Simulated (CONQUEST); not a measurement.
Crystal: P.

```xyz
8
Lattice="3.2955 0.0000 0.0000 0.0000 4.5436 0.0000 0.0000 0.0000 10.9301" Properties=species:S:1:pos:R:3 pbc="T T T"
P     0.0326    2.6955    9.8668
P     1.6804    2.6955    4.4018
P     0.0010    1.8815    1.0268
P     1.6487    1.8815    6.4918
P     1.6453    0.4248    1.0115
P     3.2931    0.4248    6.4766
P     1.6205    4.1163    9.9349
P     3.2682    4.1163    4.4699
```

The cell isn't the ideal one: atoms moved at random, drawn with an rms of 0.05 Å.

Base run:

| Quantity | Value |
| --- | --- |
| Program | CONQUEST 1.3 |
| Functional | PBE |
| Potentials or basis | PseudoDojo NC PBE, SZ, linear scaling with L range 14 bohr, grid cutoff 120 Ha |
| Occupations | none (density matrix without k points) |
| Spin | no spin polarisation |

Its results: pressure 36.5 GPa; largest force 5.720 eV/Å.

The run is repeated on the same cell with these changes: potentials or basis from PseudoDojo NC PBE, SZ, linear scaling with L range 14 bohr, grid cutoff 120 Ha to PseudoDojo NC PBE, SZ, linear scaling with L range 16 bohr, grid cutoff 120 Ha. What comes out?

Pressure 34.0 GPa; largest force 5.651 eV/Å.

Caveats: the atomic basis is small; the density matrix is cut off at a finite range, which raises the energy and shifts forces and pressure; the basis of atomic orbitals isn't converged, which shifts pressures, moduli and gaps.
